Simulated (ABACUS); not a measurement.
# TiO2 (P4_2/mnm) in ABACUS: further runs

Runs on TiO2. Level: PBE. Tasks: equation of state.

Everything below comes from runs of ABACUS 3.10.1. Logs are shortened: lines on timing, memory, paths and dates and some standing lists are left out, and cuts for length are marked.

## 1. The crystal as given

The structure is tetragonal, space group P4_2/mnm (No. 136). Conventional cell: a = 4.600 Å, b = 4.600 Å, c = 2.959 Å, α = 90.00°, β = 90.00°, γ = 90.00°. Around Ti (site symmetry mmm) lie 6 O at 1.95 to 1.98 Å. O (site symmetry m2m) is surrounded by 3 Ti at 1.95 to 1.98 Å.

The cell is a database's computed one.

## 2. Equation of state, PBE, 9.81 Å³/atom (volume scaled by 0.94)

Contents of INPUT:

```
INPUT_PARAMETERS
suffix              TiO2
calculation         scf
basis_type          pw
pseudo_dir          ./
latname             st
symmetry            1
dft_functional      pbe
ecutwfc             84
pseudo_rcut         7
nspin               1
nbands              29
ks_solver           dav
smearing_method     fd
smearing_sigma      0.00367493
scf_thr             1e-08
scf_nmax            100
mixing_type         broyden
mixing_beta         0.7
cal_force           1
cal_stress          1
kpar                4
```

Contents of STRU:

```
ATOMIC_SPECIES
Ti 47.8670 Ti.upf
O 15.9990 O.upf

LATTICE_CONSTANT
8.5149863826

LATTICE_PARAMETERS
0.6433300466

ATOMIC_POSITIONS
Direct

Ti
0.0
2
0.0000000000 0.0000000000 0.5000000000 1 1 1
0.5000000000 0.5000000000 0.0000000000 1 1 1

O
0.0
4
0.3043213200 0.3043213200 0.5000000000 1 1 1
0.1956786800 0.8043213200 0.0000000000 1 1 1
0.8043213200 0.1956786800 0.0000000000 1 1 1
0.6956786800 0.6956786800 0.5000000000 1 1 1
```

Contents of KPT:

```
K_POINTS
0
Gamma
4 4 6 0 0 0
```

Potentials or basis: PseudoDojo NC SR 0.4.1 PBE standard, plane waves.

Started as:

```sh
OMP_NUM_THREADS=1 mpirun -np 4 abacus > log
```

running log:

```text
ABACUS v3.10.1

               Atomic-orbital Based Ab-initio Computation at UStc

 ------------------------------------------------------------------------------------

 READING GENERAL INFORMATION
                           global_out_dir = OUT.TiO2/
                           global_in_card = INPUT
                               pseudo_dir = ./
                              orbital_dir =
                                    DSIZE = 4
                                    GSIZE = 1

 READING UNITCELL INFORMATION
                                    ntype = 2
                  lattice constant (Bohr) = 8.51499
              lattice constant (Angstrom) = 4.50593

 READING ATOM TYPE 1
                               atom label = Ti
                      L=0, number of zeta = 1
                      L=1, number of zeta = 1
                      L=2, number of zeta = 1
             number of atom for this type = 2

 READING ATOM TYPE 2
                               atom label = O
                      L=0, number of zeta = 1
                      L=1, number of zeta = 1
                      L=2, number of zeta = 1
             number of atom for this type = 4

                        TOTAL ATOM NUMBER = 6
DIRECT COORDINATES
    atom                   x                   y                   z     mag                  vx                  vy                  vz
taud_Ti1            0.0000000000        0.0000000000        0.5000000000  0.0000        0.0000000000        0.0000000000        0.0000000000
taud_Ti2            0.5000000000        0.5000000000        0.0000000000  0.0000        0.0000000000        0.0000000000        0.0000000000
taud_O1            0.3043213200        0.3043213200        0.5000000000  0.0000        0.0000000000        0.0000000000        0.0000000000
taud_O2            0.1956786800        0.8043213200        0.0000000000  0.0000        0.0000000000        0.0000000000        0.0000000000
taud_O3            0.8043213200        0.1956786800        0.0000000000  0.0000        0.0000000000        0.0000000000        0.0000000000
taud_O4            0.6956786800        0.6956786800        0.5000000000  0.0000        0.0000000000        0.0000000000        0.0000000000

                          Volume (Bohr^3) = 397.178
                             Volume (A^3) = 58.8557

 Lattice vectors: (Cartesian coordinate: in unit of a_0)
                   +1                  +0                  +0
                   +0                  +1                  +0
                   +0                  +0            +0.64333
 Reciprocal vectors: (Cartesian coordinate: in unit of 2 pi/a_0)
                   +1                  -0                  +0
                   -0                  +1                  -0
                   +0                  -0            +1.55441
 The esolver type has been set to : ksdft_pw

                PAO radial cut off (Bohr) = 7

 Read in pseudopotential file is Ti.upf
                     pseudopotential type = NC
          exchange-correlation functional = PBE
                 nonlocal core correction = 1
                        valence electrons = 12
                                     lmax = 2
                           number of zeta = 4
                     number of projectors = 6
                           L of projector = 0
                           L of projector = 0
                           L of projector = 1
                           L of projector = 1
                           L of projector = 2
                           L of projector = 2
                PAO radial cut off (Bohr) = 7

 Read in pseudopotential file is O.upf
                     pseudopotential type = NC
          exchange-correlation functional = PBE
                 nonlocal core correction = 1
                        valence electrons = 6
                                     lmax = 2
                           number of zeta = 2
                     number of projectors = 5
                           L of projector = 0
                           L of projector = 0
                           L of projector = 1
                           L of projector = 1
                           L of projector = 2
     initial pseudo atomic orbital number = 36

 SETUP THE ELECTRONS NUMBER
            electron number of element Ti = 12
      total electron number of element Ti = 24
             electron number of element O = 6
       total electron number of element O = 24
            AUTOSET number of electrons:  = 48
                           occupied bands = 24
                                   NBANDS = 29
                                   NLOCAL = 54

%%%%%%%%%%%%%%%%%%%%%%%%%%%%%%%%%%%%%%%%%%%%%%%%%%%%%%%%%%%%%%%%%%%%%%%%%%%%%%%%%%%%%%%%%%%%%%%%%%%%%%%%%%
 Warning: the number of valence electrons in pseudopotential > 4 for Ti: [Ar] 3d2 4s2
 Pseudopotentials with additional electrons can yield (more) accurate outcomes, but may be less efficient.
 If you're confident that your chosen pseudopotential is appropriate, you can safely ignore this warning.
%%%%%%%%%%%%%%%%%%%%%%%%%%%%%%%%%%%%%%%%%%%%%%%%%%%%%%%%%%%%%%%%%%%%%%%%%%%%%%%%%%%%%%%%%%%%%%%%%%%%%%%%%%

 SETUP THE PLANE WAVE BASIS
 energy cutoff for charge/potential (unit:Ry) = 336
            fft grid for charge/potential = [ 50, 50, 32 ]
                        fft grid division = [ 1, 1, 1 ]
        big fft grid for charge/potential = [ 50, 50, 32 ]
                                     nbxx = 80000
                                     nrxx = 80000

 SETUP PLANE WAVES FOR CHARGE/POTENTIAL
                    number of plane waves = 41275
                         number of sticks = 1941

 PARALLEL PW FOR CHARGE/POTENTIAL
     PROC   COLUMNS(POT)             PW
        1           1941          41275
 --------------- sum -------------------
        1           1941          41275
                            number of |g| = 2465
                                  max |g| = 617
                                  min |g| = 0

----------- Double Check Mixing Parameters Begin ------------
[... 23 lines left out ...]
                     BRAVAIS LATTICE NAME = 05. Tetrogonal P (simple)
                                    ibrav = 5
                                    IBRAV = 5
                                  BRAVAIS = SIMPLE TETROGONAL CELL
                       LATTICE CONSTANT A = 1
                                C/A RATIO = 0.64333
Original cell was already a primitive cell.
                        ROTATION MATRICES = 16
              PURE POINT GROUP OPERATIONS = 8
                   SPACE GROUP OPERATIONS = 16
                                       C2 = 3
                                       C3 = 0
                                       C4 = 0
                                       C6 = 0
                                       S1 = 3
                                       S3 = 0
                                       S4 = 0
                                       S6 = 0
                              POINT GROUP = D_2h
               POINT GROUP IN SPACE GROUP = D_4h

 SETUP K-POINTS
                                    nspin = 1
                   Input type of k points = Monkhorst-Pack(Gamma)
                                   nkstot = 96
                       right hand lattice = 1
(for reciprocal lattice: )
                             BRAVAIS TYPE = 5
                     BRAVAIS LATTICE NAME = 05. Tetrogonal P (simple)
                                    ibrav = 5
                       right hand lattice = 1
(for k-lattice: )
                             BRAVAIS TYPE = 5
                     BRAVAIS LATTICE NAME = 05. Tetrogonal P (simple)
                                    ibrav = 5
                       right hand lattice = 1
                        ROTATION MATRICES = 16
                               nkstot_ibz = 24
K-POINTS REDUCTION ACCORDING TO SYMMETRY
     IBZ    DIRECT_X    DIRECT_Y    DIRECT_Z  WEIGHT  ibz2bz
       1  0.00000000  0.00000000  0.00000000  0.0104       0
       2  0.25000000  0.00000000  0.00000000  0.0417       1
       3  0.50000000  0.00000000  0.00000000  0.0208       2
       4  0.25000000  0.25000000  0.00000000  0.0417       5
       5  0.50000000  0.25000000  0.00000000  0.0417       6
       6  0.50000000  0.50000000  0.00000000  0.0104      10
[... 16 lines left out ...]
      23  0.50000000  0.25000000  0.50000000  0.0417      54
      24  0.50000000  0.50000000  0.50000000  0.0104      58

                               nkstot now = 24
[... K-POINTS DIRECT COORDINATES: 24 rows ...]

           k-point number in this process = 6
       minimum distributed K point number = 6
[... stars of the k points ...]

[... K-POINTS CARTESIAN COORDINATES: 6 rows ...]

[... K-POINTS DIRECT COORDINATES: 6 rows ...]

 SETUP PLANE WAVES FOR WAVE FUNCTIONS
     energy cutoff for wavefunc (unit:Ry) = 84
              fft grid for wave functions = [ 50, 50, 32 ]
                    number of plane waves = 6145
                         number of sticks = 545

 PARALLEL PW FOR WAVE FUNCTIONS
     PROC   COLUMNS(POT)             PW
        1            545           6145
 --------------- sum -------------------
        1            545           6145

 SETUP NONLOCAL PSEUDOPOTENTIALS IN PLANE WAVE BASIS
 Ti non-local projectors:
 projector 1 L=0
 projector 2 L=0
 projector 3 L=1
 projector 4 L=1
 projector 5 L=2
 projector 6 L=2
 O non-local projectors:
 projector 1 L=0
 projector 2 L=0
 projector 3 L=1
 projector 4 L=1
 projector 5 L=2
      TOTAL NUMBER OF NONLOCAL PROJECTORS = 88

 Init Non-Local PseudoPotential table :
 Init Non-Local-Pseudopotential done.

                                     npwx = 5164

 Make real space PAO into reciprocal space.
       max mesh points in Pseudopotential = 701
     dq(describe PAO in reciprocal space) = 0.01
                                    max q = 1104

 number of pseudo atomic orbitals for Ti is 4
WARNING: norm of atomic wavefunction # 3 of atomic type Ti is 0.999499, renormalized
WARNING: norm of atomic wavefunction # 4 of atomic type Ti is 0.990412, renormalized

 number of pseudo atomic orbitals for O is 2
WARNING: norm of atomic wavefunction # 2 of atomic type O is 0.999977, renormalized

 -------------------------------------------
 SELF-CONSISTENT
 -------------------------------------------
                                 init_chg = atomic

 PW ALGORITHM --------------- ION=   1  ELEC=   1--------------------------------

 Density error is 2.77862352985
                          Error Threshold = 0.01
----------------------------------------------------------
     Energy           Rydberg                 eV
----------------------------------------------------------
 E_KohnSham     -369.0839590468      -5021.6448834352
 E_Harris       -370.6696661493      -5043.2195353886
 E_Fermi        0.6146780912         8.3631244765
----------------------------------------------------------
[... 279 lines left out ...]
 Density error is 8.07995506288e-10
                          Error Threshold = 2.54793205954e-10
----------------------------------------------------------
     Energy           Rydberg                 eV
----------------------------------------------------------
 E_KohnSham     -370.4013112536      -5039.5683797210
 E_KS(sigma->0) -370.4013112536      -5039.5683797209
 E_Harris       -370.4010469646      -5039.5647838841
 E_band         -25.6680310068       -349.2314781327
 E_one_elec     -115.4586077315      -1570.8949482950
 E_Hartree      83.2469355724        1132.6326648238
 E_xc           -68.5986099033       -933.3319695647
 E_Ewald        -269.5910291912      -3667.9741266848
 E_entropy(-TS) -0.0000000000        -0.0000000001
 E_descf        0.0000000000         0.0000000000
 E_exx          0.0000000000         0.0000000000
 E_Fermi        0.8089023091         11.0056805286
----------------------------------------------------------

 charge density convergence is achieved
 final etot is -5039.5683797 eV
 EFERMI = 11.005680529 eV

 STATE ENERGY(eV) AND OCCUPATIONS    NSPIN == 1
 1/6 kpoint (Cartesian) = 0.0000 0.0000 0.0000 (5119 pws)
       1       -46.6183      0.0208333
       2       -46.5948      0.0208333
       3       -23.0227      0.0208333
       4       -23.0227      0.0208333
       5       -22.8106      0.0208333
       6       -22.8106      0.0208333
[... 176 lines left out ...]
      28        12.8085    4.56460e-18
      29        14.2247    2.28481e-30

------------------------------------------------------------------------------------------
 TOTAL-FORCE (eV/Angstrom)
------------------------------------------------------------------------------------------
                       Ti1         0.0000000000         0.0000000000         0.0000000000
                       Ti2         0.0000000000         0.0000000000         0.0000000000
                        O1        -0.2085775555        -0.2085775555         0.0000000000
                        O2         0.2085775555        -0.2085775555         0.0000000000
                        O3        -0.2085775555         0.2085775555         0.0000000000
                        O4         0.2085775555         0.2085775555         0.0000000000
------------------------------------------------------------------------------------------

----------------------------------------------------------------
 TOTAL-STRESS (KBAR)
----------------------------------------------------------------
       196.6892616877         0.0000000000         0.0000000000
         0.0000000000       196.6892616877         0.0000000000
         0.0000000000         0.0000000000       232.1184729580
----------------------------------------------------------------
 TOTAL-PRESSURE: 208.498999 KBAR

 --------------------------------------------
 !FINAL_ETOT_IS -5039.5683797209649128 eV
 --------------------------------------------
```

Run time: 30 s. Hardware: 4 MPI ranks of Intel Xeon 6975P-C (Granite Rapids), shared host; peak memory 0.52 GiB.

What came out:

| Quantity | Value |
| --- | --- |
| Free energy | -5039.5684 eV |
| Pressure | 20.8 GPa |
| Largest force | 0.295 eV/Å |
| Band gap on the k mesh | 2.04 eV, direct |

Caveat: there are fewer bands than atomic start orbitals, so a level may be missed at k points of high symmetry.

## 3. Equation of state, PBE, 10.23 Å³/atom (volume scaled by 0.98)

INPUT is that of step 2.

STRU, as its differences from that of step 2:

```diff
@@ -5,3 +5,3 @@
 LATTICE_CONSTANT
-8.5149863826
+8.6340925273
```

KPT is that of step 2.

Potentials or basis: PseudoDojo NC SR 0.4.1 PBE standard, plane waves.

Started as:

```sh
OMP_NUM_THREADS=1 mpirun -np 4 abacus > log
```

It took 29 s on 4 MPI ranks of Intel Xeon 6975P-C (Granite Rapids), shared host; peak memory 0.52 GiB.

Results (log left out):

```
Free energy            : -5039.7972 eV
Pressure               : 8.8 GPa
Largest force          : 0.078 eV/Å
Band gap on the k mesh : 1.93 eV, direct
```

Caveat: there are fewer bands than atomic start orbitals, so a level may be missed at k points of high symmetry.

## 4. Equation of state, PBE, 10.64 Å³/atom (volume scaled by 1.02)

INPUT is that of step 3.

STRU, as its differences from that of step 3:

```diff
@@ -5,3 +5,3 @@
 LATTICE_CONSTANT
-8.6340925273
+8.7500002175
```

KPT is that of step 3.

Started as:

```sh
OMP_NUM_THREADS=1 mpirun -np 4 abacus > log
```

Run time: 28 s. Hardware: 4 MPI ranks of Intel Xeon 6975P-C (Granite Rapids), shared host; peak memory 0.56 GiB.

The run converged. Its results:

```yaml
Free_energy: -5039.8561 eV
Pressure: -1.0 GPa
Largest_force: 0.109 eV/Å
Band_gap_on_the_k_mesh: 1.83 eV, direct
```

Caveat: there are fewer bands than atomic start orbitals, so a level may be missed at k points of high symmetry.

## 5. Equation of state, PBE, 11.06 Å³/atom (volume scaled by 1.06)

INPUT is that of step 4.

STRU, as its differences from that of step 4:

```diff
@@ -5,3 +5,3 @@
 LATTICE_CONSTANT
-8.7500002175
+8.8629159001
```

KPT is that of step 4.

Started as:

```sh
OMP_NUM_THREADS=1 mpirun -np 4 abacus > log
```

Wall time 33 s (4 MPI ranks of Intel Xeon 6975P-C (Granite Rapids), shared host); peak memory 0.6 GiB.

The run converged. Its results:

- Free energy: -5039.7769 eV
- Pressure: -8.9 GPa
- Largest force: 0.270 eV/Å
- Band gap on the k mesh: 1.74 eV, direct

Caveat: there are fewer bands than atomic start orbitals, so a level may be missed at k points of high symmetry.

## 6. Equation of state, PBE

Potentials or basis: PseudoDojo NC SR 0.4.1 PBE standard, plane waves.

This step only gathers the single runs of the series.

Results:

| Quantity | Value |
| --- | --- |
| Equilibrium volume | 10.60 Å³/atom |
| Bulk modulus at fixed shape and positions | 229 GPa |
| Pressure derivative of the bulk modulus | 4.2 (rough: it moves with the points fitted) |

Energy against volume, from the lowest point:
```tsv
volume (Å³/atom)	energy (meV/atom)
9.809	47.96
10.227	9.82
10.644	0.00
11.062	13.20
```

Caveat: the cell was scaled at fixed shape and fractional positions, which overstates the stiffness of a crystal with free parameters, most of all of layers and chains.
